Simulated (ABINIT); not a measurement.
# Quasiparticle gap of SiC (Moissanite) in ABINIT, part 3 of 3

Aim: the G0W0 gap of SiC (Moissanite) on PBE, step by step.

ABINIT 10.8.3; PBE and many-body steps on it, plane waves. Known limits of the many-body steps: not at the basis limit; coarse k mesh.

So far. Step 3 (Bands along the symmetry lines): The gap is 2.329 eV, as in the run before at this level. Step 4 (Empty states on the mesh, 3×3×4 mesh, 81 bands): On this mesh the gap is 2.329 eV.

## Step 5: Screening, 3×3×4 mesh, 75 bands, screening to 136.1 eV

The RPA dielectric matrix is built and inverted for each q.

This step: RPA screening on PBE, plane waves, norm-conserving pseudopotentials.

run.abi reads:

```
acell 3*1.0 Angstrom
rprim 
  3.075999999976 0.000000000005 0.000000000000
  -1.537999999993 2.663894142018 0.000000000000
  0.000000000000 0.000000000000 5.048000000000
ntypat 2
znucl 14 6
natom 4
typat 1 1 2 2
xred 
  0.333333333333 0.666666666667 0.000000000000
  0.666666666667 0.333333333333 0.500000000000
  0.333333333333 0.666666666667 0.385000000000
  0.666666666667 0.333333333333 0.885000000000
pp_dirpath "pseudos"
pseudos "Si.upf, C.upf"
ecut 37
ngkpt 3 3 4
nshiftk 1
shiftk 0 0 0
kptopt 1
chksymbreak 0
istwfk *1
occopt 1
irdwfk 1
optdriver 3
nband 75
ecuteps 5
inclvkb 2
awtr 1
symchi 1
indata_prefix "in"
outdata_prefix "out"
tmpdata_prefix "tmp"
```

Command:

```console
> OMP_NUM_THREADS=1 mpirun -n 4 abinit run.abi > log
```

Numbers of over 12 decimals in the logs are rounded to 6 here.

The log of the run:

```text
.Version 10.8.3 of ABINIT. v10.8.2 released Aug 2026.

 Symmetries : space group P6_3 m c (#186); Bravais hP (primitive hexag.)
[... echo of the input left out ...]
== DATASET  1 ==================================================================
-   mpi_nproc: 4, omp_nthreads: 1 (-1 if OMP is not activated)

--- !DatasetInfo
iteration_state: {dtset: 1, }
dimensions: {natom: 4, nkpt: 9, mband: 75, nsppol: 1, nspinor: 1, nspden: 1, mpw: 3018, }
cutoff_energies: {ecut:  37.0, pawecutdg:  -1.0, }
electrons: {nelect:   1.60000000E+01, charge:   0.00000000E+00, occopt:   1.00000000E+00, tsmear:   1.00000000E-02, }

 SCREENING: Calculation of the susceptibility and dielectric matrices

 Based on a program developped by R.W. Godby, V. Olevano, G. Onida, and L. Reining.
 Incorporated in ABINIT by V. Olevano, G.-M. Rignanese, and M. Torrent.
.Using double precision arithmetic ; gwpc =  8

[... cell and pseudopotentials left out ...]
--------------------------------------------------------------------------------

 ==== K-mesh for the wavefunctions ====
 Number of points in the irreducible wedge :     9
[... list of points left out ...]
 Together with 12 symmetry operations and time-reversal symmetry
 yields    36 points in the full Brillouin Zone.

 ==== Q-mesh for the screening function ====
 Number of points in the irreducible wedge :     9
[... list of points left out ...]
 Together with 12 symmetry operations and time-reversal symmetry
 yields    36 points in the full Brillouin Zone.

 setmesh: FFT mesh size selected  =    20x   20x   36
          total number of points  =        14400

 vcoul_init : cutoff-mode = AUXILIARY_FUNCTION
 q-points for optical limit:   1
     1)      0.000010    0.000020    0.000030

- screening: taking advantage of time-reversal symmetry
- Maximum band index for partially occupied states nbvw = 8
- Remaining bands to be divided among processors   nbcw = 67
- Number of bands treated by each node ~16

 Number of electrons calculated from density =   16.0000; Expected =   16.0000
 average of density, n =  0.057319
 r_s =    1.6089
 omega_plasma =   23.0944 [eV]

 calculating chi0 at frequencies [eV] :
  1    0.000000E+00    0.000000E+00
  2    0.000000E+00    2.309436E+01

--------------------------------------------------------------------------------
  q-point number  1        q = ( 0.000000, 0.000000, 0.000000) [r.l.u.]
--------------------------------------------------------------------------------
[... chi0 elements left out ...]
 For q-point:  0.000010 0.000020 0.000030
  dielectric constant =   8.9409
  dielectric constant without local fields =   9.7739

  Average fulfillment of the sum rule on Im[epsilon] for q-point    1 :     77.42  [%]
[... wings left out ...]
  q-point number  2        q = ( 0.333333, 0.000000, 0.000000) [r.l.u.]
--------------------------------------------------------------------------------
[... chi0 elements left out ...]
  Average fulfillment of the sum rule on Im[epsilon] for q-point    2 :     82.41  [%]

 [... 7 further q-points ...]
```

Run time: 7.3 s. Hardware: 4 MPI ranks of Intel Xeon Platinum 8488C (Sapphire Rapids), shared host; peak memory 0.55 GiB.

Numbers from this step:

| Property | Result |
| --- | --- |
| ε∞ with local fields, on this mesh, along the program's q direction | 8.941 |
| the same without local fields | 9.774 |
| plasma frequency | 23.09 eV |
| plane waves in the screening matrix | 135 |

Local fields lower ε∞ by 9 %. On a Γ-centred mesh this coarse the value itself is usually too large, while a short band sum pulls it down.

## Step 6: Self-energy, 3×3×4 mesh, 75 bands, screening to 136.1 eV

The self-energy is evaluated for the states that the input lists, and the levels follow from it, in one-shot runs by the linearised quasiparticle equation.

This step: G0W0 on PBE, plane waves, norm-conserving pseudopotentials.

run.abi, as its differences from that of step 5:

```diff
@@ -25,8 +25,19 @@
 irdwfk 1
-optdriver 3
+optdriver 4
 nband 75
+gwcalctyp 0
+ecutsigx 37
+symsigma 1
+nkptgw 3
+kptgw 
+  0.0000000000 0.0000000000 0.0000000000
+  0.3333333333 0.3333333333 0.0000000000
+  0.3333333333 0.0000000000 0.0000000000
+bdgw 
+  6 10
+  7 10
+  7 10
 ecuteps 5
-inclvkb 2
-awtr 1
-symchi 1
+irdscr 1
+ppmodel 1
 indata_prefix "in"
```

The log of the run:

```text
.Version 10.8.3 of ABINIT. v10.8.2 released Aug 2026.

 Symmetries : space group P6_3 m c (#186); Bravais hP (primitive hexag.)
[... echo of the input left out ...]
== DATASET  1 ==================================================================
-   mpi_nproc: 4, omp_nthreads: 1 (-1 if OMP is not activated)

--- !DatasetInfo
iteration_state: {dtset: 1, }
dimensions: {natom: 4, nkpt: 9, mband: 75, nsppol: 1, nspinor: 1, nspden: 1, mpw: 3018, }
cutoff_energies: {ecut:  37.0, pawecutdg:  -1.0, }
electrons: {nelect:   1.60000000E+01, charge:   0.00000000E+00, occopt:   1.00000000E+00, tsmear:   1.00000000E-02, }

 SIGMA: Calculation of the GW corrections

 Based on a program developped by R.W. Godby, V. Olevano, G. Onida, and L. Reining.
 Incorporated in ABINIT by V. Olevano, G.-M. Rignanese, and M. Torrent.
.Using double precision arithmetic ; gwpc =  8

[... cell and pseudopotentials left out ...]
--------------------------------------------------------------------------------

 ==== K-mesh for the wavefunctions ====
 Number of points in the irreducible wedge :     9
[... list of points left out ...]
 Together with 12 symmetry operations and time-reversal symmetry
 yields    36 points in the full Brillouin Zone.

 ==== Q-mesh for screening function ====
 Number of points in the irreducible wedge :     9
[... list of points left out ...]
 Together with 12 symmetry operations and time-reversal symmetry
 yields    36 points in the full Brillouin Zone.

 vcoul_init : cutoff-mode = AUXILIARY_FUNCTION
 q-points for optical limit:   1
     1)      0.000010    0.000020    0.000030
 setmesh: FFT mesh size selected  =    27x   27x   54
          total number of points  =        39366

 Number of electrons calculated from density =   16.0000; Expected =   16.0000
 average of density, n =  0.057319
 r_s =    1.6089
 omega_plasma =   23.0944 [eV]

 === KS Band Gaps ===
  >>>> For spin  1
   Minimum direct gap =   4.4029 [eV], located at k-point      :   0.3333  0.0000  0.0000
   Fundamental gap    =   2.3294 [eV], Top of valence bands at :   0.0000  0.0000  0.0000
                                       Bottom of conduction at :   0.3333  0.3333  0.0000
 SIGMA fundamental parameters:
 PLASMON POLE MODEL  1
 number of plane-waves for SigmaX                 2997
 number of plane-waves for SigmaC and W            135
 number of plane-waves for wavefunctions          2997
 number of bands                                    75
 number of independent spin polarizations            1
 number of spinorial components                      1
 number of k-points in IBZ                           9
 number of q-points in IBZ                           9
 number of symmetry operations                      12
 number of k-points in BZ                           36
 number of q-points in BZ                           36
 number of frequencies for dSigma/dE                 9
 frequency step for dSigma/dE [eV]                0.25
 number of omega for Sigma on real axis              0
 max omega for Sigma on real axis  [eV]           0.00
 zcut for avoiding poles [eV]                     0.10

 EPSILON^-1 parameters (SCR file):
 dimension of the eps^-1 matrix on file            135
 dimension of the eps^-1 matrix used               135
 number of plane-waves for wavefunctions          2997
 number of bands                                    75
 number of q-points in IBZ                           9
 number of frequencies                               2
 number of real frequencies                          1
 number of imag frequencies                          1

 matrix elements of self-energy operator (all in [eV])

 Perturbative Calculation

--- !SelfEnergy_ee
iteration_state: {dtset: 1, }
kpoint     : [   0.000,    0.000,    0.000, ]
spin       : 1
KS_gap     :    4.620
QP_gap     :    5.352
Delta_QP_KS:    0.733
data: !SigmaeeData |
     Band     E0 <VxcDFT>   SigX SigC(E0)      Z dSigC/dE  Sig(E)    E-E0       E
        6   6.864 -15.103 -17.533   2.444   0.800  -0.249 -15.092   0.012   6.875
        7   6.864 -15.103 -17.533   2.444   0.800  -0.249 -15.092   0.012   6.875
        8   7.139 -14.893 -16.523   1.782   0.806  -0.240 -14.771   0.122   7.261
        9  11.758 -12.138  -6.590  -4.494   0.811  -0.232 -11.282   0.855  12.613
       10  13.157 -12.743  -7.282  -4.476   0.804  -0.243 -11.951   0.792  13.949

--- !SelfEnergy_ee
iteration_state: {dtset: 1, }
kpoint     : [   0.333,    0.333,    0.000, ]
spin       : 1
KS_gap     :    6.371
QP_gap     :    7.275
Delta_QP_KS:    0.904
data: !SigmaeeData |
     Band     E0 <VxcDFT>   SigX SigC(E0)      Z dSigC/dE  Sig(E)    E-E0       E
        7   3.097 -12.978 -16.335   2.888   0.792  -0.263 -13.349  -0.371   2.726
        8   3.097 -12.978 -16.335   2.888   0.792  -0.263 -13.349  -0.371   2.726
        9   9.468  -9.794  -5.421  -3.735   0.834  -0.198  -9.262   0.533  10.001
       10  15.123 -12.272  -6.287  -4.679   0.807  -0.239 -11.218   1.054  16.177

--- !SelfEnergy_ee
iteration_state: {dtset: 1, }
kpoint     : [   0.333,    0.000,    0.000, ]
spin       : 1
KS_gap     :    4.403
QP_gap     :    5.216
Delta_QP_KS:    0.813
data: !SigmaeeData |
     Band     E0 <VxcDFT>   SigX SigC(E0)      Z dSigC/dE  Sig(E)    E-E0       E
        7   5.370 -13.687 -16.001   2.141   0.802  -0.246 -13.826  -0.139   5.231
        8   5.937 -14.681 -17.412   2.570   0.799  -0.252 -14.810  -0.129   5.807
        9  10.339 -10.652  -5.654  -4.169   0.825  -0.212  -9.968   0.684  11.024
       10  11.974 -11.345  -6.155  -4.201   0.818  -0.222 -10.536   0.809  12.783

== END DATASET(S) ==============================================================
================================================================================

 -outvars: echo values of variables after computation  --------
           etotal      0.0000000000E+00
            nband          75
             nkpt           9
          spgroup         186
 [... the other variables as echoed above ...]

 Calculation completed.
```

Run time: 4.9 s. Hardware: 4 MPI ranks; peak memory 0.52 GiB.

Numbers from this step:

| Property | Result |
| --- | --- |
| G0W0 gap on the points computed | 2.740 eV |
| starting gap on the mesh | 2.329 eV |
| k of the valence top | 0, 0, 0 |
| k of the conduction bottom | 0.3333, 0.3333, 0 |
| Z at the valence top | 0.806 |
| Z at the conduction bottom | 0.834 |
| least direct G0W0 gap on the computed points | 5.217 eV |

The gap on the mesh goes from 2.33 eV to 2.74 eV, a correction of +0.41 eV.

Limits: finite bands, cutoff and mesh; coarse k mesh. v1 is the top filled band, c1 the lowest empty one. Levels before and after the correction, in eV, zero at the valence-band top of each column:

```
           conduction bottom  valence top
Kohn-Sham               2.33         0.00
     G0W0               2.74         0.00
```

```
                           level  energy (eV)
Kohn-Sham                Γ v3-v2       -0.275
Kohn-Sham                   Γ v1        0.000
Kohn-Sham                   Γ c1        4.620
Kohn-Sham                   Γ c2        6.019
Kohn-Sham  (0.333 0.333 0) v2-v1       -4.042
Kohn-Sham     (0.333 0.333 0) c1        2.329
Kohn-Sham     (0.333 0.333 0) c2        7.984
     G0W0                Γ v3-v2       -0.386
     G0W0                   Γ v1        0.000
     G0W0                   Γ c1        5.352
     G0W0                   Γ c2        6.688
     G0W0  (0.333 0.333 0) v2-v1       -4.535
     G0W0     (0.333 0.333 0) c1        2.740
     G0W0     (0.333 0.333 0) c2        8.916
```

## Step 7: Where the time went

Times are wall times on 4 MPI ranks of Intel Xeon Platinum 8488C (Sapphire Rapids), shared host, good to a factor of about two.

```
                          step   time  share  memory (GiB)
                  ground state  7.6 s   16 %          0.33
bands along the symmetry lines   12 s   24 %          0.33
      empty states on the mesh   17 s   34 %          0.32
                     screening  7.3 s   15 %          0.55
                   self-energy  4.9 s   10 %          0.52
```

## Step 8: Outcome

| Item | Value |
| --- | --- |
| PBE gap | 2.33 eV, indirect |
| G0W0 gap on the mesh | 2.74 eV |
| GW settings | 3×3×4 mesh, 75 bands, screening to 136.1 eV, Godby-Needs plasmon pole |
| known limits | not at the basis limit; coarse k mesh |

G0W0 moves the gap on the mesh from 2.33 eV to 2.74 eV (+0.41 eV), with Z of 0.81 and 0.83 at the edges. Local fields lower the RPA ε∞ on this mesh from 9.77 to 8.94; a Γ-centred mesh this coarse tends to raise both, most where the direct gap is narrow, while a short band sum lowers them. Only 3 of the mesh's irreducible points were corrected, so a valley elsewhere could overtake. Against experiment, by G0W0@PBE: the gap of 2.74 eV lies −0.59 eV from the measured 3.33 eV (kind not stated, quoted 2020). The calculation has static nuclei and no excitons; a measured gap holds zero-point and thermal motion, which mostly lowers it. Bands and cutoff are finite, so the gap is not at the basis limit. The miss can reach some tenths of an eV and take either sign; the mesh is an error of its own. In the G0W0 run levels were corrected at 3 k points alone, so a gap called «on the mesh» is the least over those, and an edge elsewhere would be missed. The 3×3×4 mesh is coarse for this cell, which bears on the long-range parts of exchange and screening.

[Paths, hosts, dates, memory and timing lines, banners, echoed tables and standing remarks are left out of the program output.]

[Logs are printed without paths, hosts, clocks, repeated set-up lines and the standing remarks that a program may print on its own settings, such as how far it seeks lower states.]

[Runs of the session that timed out or met a known fault of the program may be left out.]

[Hosts, paths, dates, database ids (printed as entryN), source tags and the programs' standing remarks are cut or masked in the printed files.]

[G0W0 gaps are taken among the corrected bands and points alone; a level outside them can change the order at an edge.]

[Where Ansatz stands beside ABINIT at settings called matched, ABINIT's density can come from a denser mesh and the files from another edition; pairs whose starting gaps differed by over 0.03 eV were left out, so agreement reads better than it is.]
